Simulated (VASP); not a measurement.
# KTaO3 (Pm-3m) in VASP: phonons with PBE

Aim: the phonons of KTaO3 with PBE.

All numbers are computed with VASP 6.6.1; they aren't measurements. Logs are shortened: lines on timing, memory, paths and dates and some standing lists are left out, and cuts for length are marked.

**1. The structure**

Symmetry: Pm-3m, No. 221, cubic system. Conventional cell: a = 4.024 Å, b = 4.024 Å, c = 4.024 Å, α = 90.00°, β = 90.00°, γ = 90.00°. K (site symmetry m-3m) is surrounded by 12 O at 2.85 Å. Ta (site symmetry m-3m) is surrounded by 6 O at 2.01 Å. O (site symmetry 4/mmm) has 2 Ta at 2.01 Å as nearest neighbours.

**2. Phonons, PBE**

The input, INCAR:

```
PREC     = Accurate       # precision mode
ENCUT    = 520            # plane-wave cutoff, eV
EDIFF    = 1E-8           # SCF threshold, eV
ISMEAR   = 0              # smearing method
SIGMA    = 0.01           # smearing width, eV
LREAL    = False          # projectors in reciprocal space
LASPH    = True           # aspherical terms in the spheres
NELM     = 100            # most SCF steps
ALGO     = Normal         # electronic algorithm
ISIF     = 2              # what is computed and relaxed
LWAVE    = False          # write WAVECAR
LCHARG   = True           # write CHGCAR
GGA      = PE             # functional
IBRION   = 8              # ionic algorithm
NSW      = 1              # ionic steps
LEPSILON = True           # dielectric tensor by DFPT
```

The input, KPOINTS:

```
Automatic mesh
0
Gamma
  6 6 6
```

The input, POSCAR:

```
KTaO3
1.0
    4.0243806736      0.0000000000      0.0000000000
    0.0000000000      4.0243806736      0.0000000000
    0.0000000000      0.0000000000      4.0243806736
K Ta O
1 1 3
Direct
    0.5000000000      0.5000000000      0.5000000000
    0.0000000000      0.0000000000      0.0000000000
    0.5000000000      0.0000000000      0.0000000000
    0.0000000000      0.5000000000      0.0000000000
    0.0000000000      0.0000000000      0.5000000000
```

Potentials or basis: VASP PAW PBE potentials, release 64 (K_sv, Ta_pv, O).

The run is started by

```
> cat potpaw_PBE.64/K_sv/POTCAR potpaw_PBE.64/Ta_pv/POTCAR potpaw_PBE.64/O/POTCAR > POTCAR
> mpirun -np 1 vasp_std > vasp.out
```

OUTCAR:

```text
PREC = Accurate
   ENCUT = 520
   EDIFF = 1E-8
   ISMEAR = 0
   LREAL = False
   LASPH = True
   NELM = 100
   ISIF = 2
   GGA = PE
   IBRION = 8
   NSW = 1
   LEPSILON = True

 ion  position               nearest neighbor table
   1  0.500  0.500  0.500-   3 2.85   4 2.85   5 2.85   3 2.85   4 2.85   3 2.85   5 2.85   3 2.85
                             4 2.85   5 2.85   4 2.85   5 2.85   2 3.49   2 3.49   2 3.49   2 3.49
   2  0.000  0.000  0.000-   3 2.01   4 2.01   5 2.01   5 2.01   4 2.01   3 2.01   1 3.49   1 3.49
                             1 3.49   1 3.49   1 3.49   1 3.49   1 3.49   1 3.49
   3  0.500  0.000  0.000-   2 2.01   2 2.01   1 2.85   1 2.85   1 2.85   1 2.85
   4  0.000  0.500  0.000-   2 2.01   2 2.01   1 2.85   1 2.85   1 2.85   1 2.85
   5  0.000  0.000  0.500-   2 2.01   2 2.01   1 2.85   1 2.85   1 2.85   1 2.85

  LATTYP: Found a simple cubic cell.
 ALAT       =     4.0243806736

  Lattice vectors:

 A1 = (   4.0243806736,   0.0000000000,   0.0000000000)
 A2 = (   0.0000000000,   4.0243806736,   0.0000000000)
 A3 = (   0.0000000000,   0.0000000000,   4.0243806736)

Analysis of symmetry for initial positions (statically):
=====================================================================
 Subroutine PRICEL returns:
 Original cell was already a primitive cell.

 Routine SETGRP: Setting up the symmetry group for a
 simple cubic supercell.

 Subroutine GETGRP returns: Found 48 space group operations
 (whereof 48 operations were pure point group operations)
 out of a pool of 48 trial point group operations.

The static configuration has the point symmetry O_h .

Analysis of symmetry for dynamics (positions and initial velocities):
=====================================================================
 Subroutine PRICEL returns:
 Original cell was already a primitive cell.

 Routine SETGRP: Setting up the symmetry group for a
 simple cubic supercell.

 Subroutine GETGRP returns: Found 48 space group operations
 (whereof 48 operations were pure point group operations)
 out of a pool of 48 trial point group operations.

The dynamic configuration has the point symmetry O_h .

 Subroutine INISYM returns: Found 48 space group operations
 (whereof 48 operations are pure point group operations),
 and found     1 'primitive' translations

----------------------------------------------------------------------------------------

                                     Primitive cell

  volume of cell :      65.1774

  direct lattice vectors                    reciprocal lattice vectors
     4.024380674  0.000000000  0.000000000     0.248485439  0.000000000  0.000000000
     0.000000000  4.024380674  0.000000000     0.000000000  0.248485439  0.000000000
     0.000000000  0.000000000  4.024380674     0.000000000  0.000000000  0.248485439

  length of vectors
     4.024380674  4.024380674  4.024380674     0.248485439  0.248485439  0.248485439

  position of ions in fractional coordinates (direct lattice)
     0.500000000  0.500000000  0.500000000
     0.000000000  0.000000000  0.000000000
     0.500000000  0.000000000  0.000000000
     0.000000000  0.500000000  0.000000000
     0.000000000  0.000000000  0.500000000

  ion indices of the primitive-cell ions
   primitive index   ion index
                 1           1
                 2           2
                 3           3
                 4           4
                 5           5

----------------------------------------------------------------------------------------

 KPOINTS: Automatic mesh
[... 699 lines left out ...]
     0.00111  0.00000  0.00000
     0.00000  0.00111 -0.00000
     0.00000 -0.00000 -0.00215

[... ionic steps 4 to 9 ...]

--------------------------------------- Ionic step       10  -------------------------------------------

------------------------ aborting loop because EDIFF is reached ----------------------------------------

--------------------------------------- Ionic step       11  -------------------------------------------

 Free energy of the ion-electron system (eV)
  ---------------------------------------------------
  ---------------------------------------------------
  free energy    TOTEN  =        -0.37012090 eV

  energy without entropy =       -0.37012090

------------------------ aborting loop because EDIFF is reached ----------------------------------------

 INTERNAL STRAIN TENSOR  FOR ION    3  DIRECTION 2   (eV/Angst):
 -----------------------------------------------------------------------------
    -0.02686  0.00000  0.00000
     0.00000  0.01607  0.00000
     0.00000  0.00000  0.00139

 MACROSCOPIC STATIC DIELECTRIC TENSOR (including local field effects in DFT)
 ------------------------------------------------------
           5.535102     0.000000    -0.000000
          -0.000000     5.535102     0.000000
           0.000000     0.000000     5.535102
 ------------------------------------------------------

 PIEZOELECTRIC TENSOR (including local field effects)  for field in x, y, z        (e  Angst)
          XX          YY          ZZ          XY          YZ          ZX
  --------------------------------------------------------------------------------
  x     0.00000     0.00000     0.00000     0.00000     0.00000     0.00000
  y     0.00000     0.00000     0.00000     0.00000     0.00000     0.00000
  z     0.00000     0.00000     0.00000     0.00000     0.00000     0.00000

 PIEZOELECTRIC TENSOR (including local field effects)  for field in x, y, z        (C/m^2)
          XX          YY          ZZ          XY          YZ          ZX
  --------------------------------------------------------------------------------
  x     0.00000     0.00000     0.00000     0.00000     0.00000     0.00000
  y     0.00000     0.00000     0.00000     0.00000     0.00000     0.00000
  z     0.00000     0.00000     0.00000     0.00000     0.00000     0.00000

 BORN EFFECTIVE CHARGES (including local field effects) (in |e|, cummulative output)
 ---------------------------------------------------------------------------------
 ion    1
    1     1.15521     0.00000    -0.00000
    2     0.00000     1.15521     0.00000
    3    -0.00000    -0.00000     1.15521
 ion    2
    1     8.84973     0.00000    -0.00000
    2     0.00000     8.84973     0.00000
    3     0.00000     0.00000     8.84973
 ion    3
    1    -6.66155     0.00000     0.00000
    2     0.00000    -1.67169     0.00000
    3     0.00000     0.00000    -1.67169
 ion    4
    1    -1.67169    -0.00000    -0.00000
    2     0.00000    -6.66155     0.00000
    3     0.00000     0.00000    -1.67169
 ion    5
    1    -1.67169     0.00000     0.00000
    2    -0.00000    -1.67169    -0.00000
    3     0.00000     0.00000    -6.66155

 INTERNAL STRAIN TENSOR FOR ION    5 for displacements in x,y,z  (eV/Angst):
          X           Y           Z          XY          YZ          ZX
  --------------------------------------------------------------------------------
  x     0.00000     0.00000     0.00000     0.00000     0.00000     0.00000
  y     0.00000     0.00000     0.00000     0.00000     0.00000     0.00000
  z     0.00000     0.00000     0.00000     0.00000     0.00000     0.00000

 SECOND DERIVATIVES (NOT SYMMETRIZED)
 ------------------------------------
               1X          1Y          1Z          2X          2Y          2Z          3X          3Y          3Z          4X          4Y          4Z          5X          5Y          5Z
  1X    -3.862977    0.000000    0.000000    2.228217    0.000000    0.000000    0.670860   -0.000000   -0.000000    0.481950    0.000000   -0.000000    0.481950   -0.000000    0.000000
  1Y     0.000000   -3.862977    0.000000    0.000000    2.228217    0.000000    0.000000    0.481950   -0.000000   -0.000000    0.670860    0.000000   -0.000000    0.481950    0.000000
  1Z     0.000000    0.000000   -3.862977    0.000000    0.000000    2.228217    0.000000   -0.000000    0.481950   -0.000000    0.000000    0.481950    0.000000    0.000000    0.670860
  2X     2.227942   -0.000000    0.000000   -0.911033    0.000000    0.000000   -1.187725    0.000000    0.000000   -0.064592   -0.000000    0.000000   -0.064592   -0.000000    0.000000
  2Y    -0.000000    2.227942    0.000000    0.000000   -0.911033    0.000000   -0.000000   -0.064592   -0.000000    0.000000   -1.187725    0.000000   -0.000000   -0.064592    0.000000
  2Z     0.000000    0.000000    2.227942    0.000000    0.000000   -0.911033    0.000000    0.000000   -0.064592   -0.000000    0.000000   -0.064592    0.000000    0.000000   -1.187725
  3X     0.669991    0.000000    0.000000   -1.176524   -0.000000    0.000000   -9.793087   -0.000000    0.000000    5.149810    0.000000   -0.000000    5.149810    0.000000    0.000000
  3Y     0.000000    0.481612    0.000000    0.000000   -0.070505    0.000000    0.000000   -4.813842    0.000000    0.000000    5.154323    0.000000    0.000000   -0.751588    0.000000
  3Z     0.000000    0.000000    0.481612    0.000000    0.000000   -0.070505    0.000000    0.000000   -4.813842    0.000000    0.000000   -0.751588    0.000000    0.000000    5.154323
  4X     0.481612    0.000000    0.000000   -0.070505    0.000000    0.000000    5.154323    0.000000    0.000000   -4.813842    0.000000    0.000000   -0.751588    0.000000    0.000000
  4Y     0.000000    0.669991    0.000000   -0.000000   -1.176524    0.000000    0.000000    5.149810   -0.000000   -0.000000   -9.793087    0.000000    0.000000    5.149810    0.000000
  4Z     0.000000    0.000000    0.481612    0.000000    0.000000   -0.070505    0.000000    0.000000   -0.751588    0.000000    0.000000   -4.813842    0.000000    0.000000    5.154323
  5X     0.481612    0.000000    0.000000   -0.070505    0.000000    0.000000    5.154323    0.000000    0.000000   -0.751588    0.000000    0.000000   -4.813842    0.000000    0.000000
  5Y     0.000000    0.481612    0.000000    0.000000   -0.070505    0.000000    0.000000   -0.751588    0.000000    0.000000    5.154323    0.000000    0.000000   -4.813842    0.000000
  5Z    -0.000000   -0.000000    0.669991    0.000000   -0.000000   -1.176524    0.000000   -0.000000    5.149810    0.000000   -0.000000    5.149810   -0.000000    0.000000   -9.793087

 Eigenvectors and eigenvalues of the dynamical matrix
 ----------------------------------------------------

   1 f  =   15.272995 THz    95.963056 2PiTHz  509.452269 cm-1    63.164003 meV
             X         Y         Z           dx          dy          dz
      2.012190  2.012190  2.012190    -0.006493    0.000093   -0.000000
      0.000000  0.000000  0.000000     0.017564   -0.000251    0.000000
      2.012190  0.000000  0.000000     0.799667    0.006067   -0.000000
      0.000000  2.012190  0.000000    -0.424251   -0.011435    0.000000
      0.000000  0.000000  2.012190    -0.424251    0.006067   -0.000000
[... 105 lines left out ...]
  15 f/i=    1.612622 THz    10.132400 2PiTHz   53.791266 cm-1     6.669264 meV
             X         Y         Z           dx          dy          dz
      2.012190  2.012190  2.012190    -0.167087   -0.020710    0.001878
      0.000000  0.000000  0.000000     0.507344    0.062885   -0.005701
      2.012190  0.000000  0.000000    -0.509877   -0.058102    0.005267
      0.000000  2.012190  0.000000    -0.468751   -0.063199    0.005267
      0.000000  0.000000  2.012190    -0.468751   -0.058102    0.005730

--------------------------------------------------------------------------------------------------------

 MACROSCOPIC STATIC DIELECTRIC TENSOR IONIC CONTRIBUTION
 ------------------------------------------------------
           4.127037    -0.000000    -0.000000
          -0.000000     4.127037    -0.000000
          -0.000000    -0.000000     4.127037
 ------------------------------------------------------

 ELASTIC MODULI CONTR FROM IONIC RELAXATION (kBar)
 Direction    XX          YY          ZZ          XY          YZ          ZX
 --------------------------------------------------------------------------------
 XX           0.0000      0.0000      0.0000      0.0000      0.0000      0.0000
 YY           0.0000      0.0000      0.0000      0.0000      0.0000      0.0000
 ZZ           0.0000      0.0000      0.0000      0.0000      0.0000      0.0000
 XY           0.0000      0.0000      0.0000      0.0000      0.0000      0.0000
 YZ           0.0000      0.0000      0.0000      0.0000      0.0000      0.0000
 ZX           0.0000      0.0000      0.0000      0.0000      0.0000      0.0000
 --------------------------------------------------------------------------------

 PIEZOELECTRIC TENSOR IONIC CONTR  for field in x, y, z        (C/m^2)
          XX          YY          ZZ          XY          YZ          ZX
  --------------------------------------------------------------------------------
  x     0.00000     0.00000     0.00000     0.00000     0.00000     0.00000
  y     0.00000     0.00000     0.00000     0.00000     0.00000     0.00000
  z     0.00000     0.00000     0.00000     0.00000     0.00000     0.00000
```

It took 13 min on 1 thread of Intel Xeon Platinum 8559C (Emerald Rapids), shared host; peak memory 0.44 GiB.

Results:

```
Electronic dielectric tensor (diagonal)                 : 5.54
Born charges (mean of the diagonal)                     : K +1.16; Ta +8.85; O -3.33 e
Highest phonon frequency at Γ, LO-TO splitting left out : 509 cm⁻¹
Most unstable mode                                      : 54i cm⁻¹
```

Phonon frequencies in cm⁻¹ (negative: imaginary):
| q point | frequencies |
| --- | --- |
| (0.000, 0.000, 0.000) | -54 -54 -54 0 0 0 181 181 181 263 263 263 509 509 509 |

Electronic dielectric tensor:
```
5.54 0.00 0.00
0.00 5.54 0.00
0.00 0.00 5.54
```

Born effective charge tensors (e):
atom 1, K
```
1.16 0.00 0.00
0.00 1.16 0.00
0.00 0.00 1.16
```
atom 2, Ta
```
8.85 0.00 0.00
0.00 8.85 0.00
0.00 0.00 8.85
```
atom 3, O
```
-6.66  0.00  0.00
 0.00 -1.67  0.00
 0.00  0.00 -1.67
```
atom 4, O
```
-1.67  0.00  0.00
 0.00 -6.66  0.00
 0.00  0.00 -1.67
```
atom 5, O
```
-1.67  0.00  0.00
 0.00 -1.67  0.00
 0.00  0.00 -6.66
```

Caveat: some modes are imaginary. The run has no spin-orbit coupling, so splittings on Ta are missing.
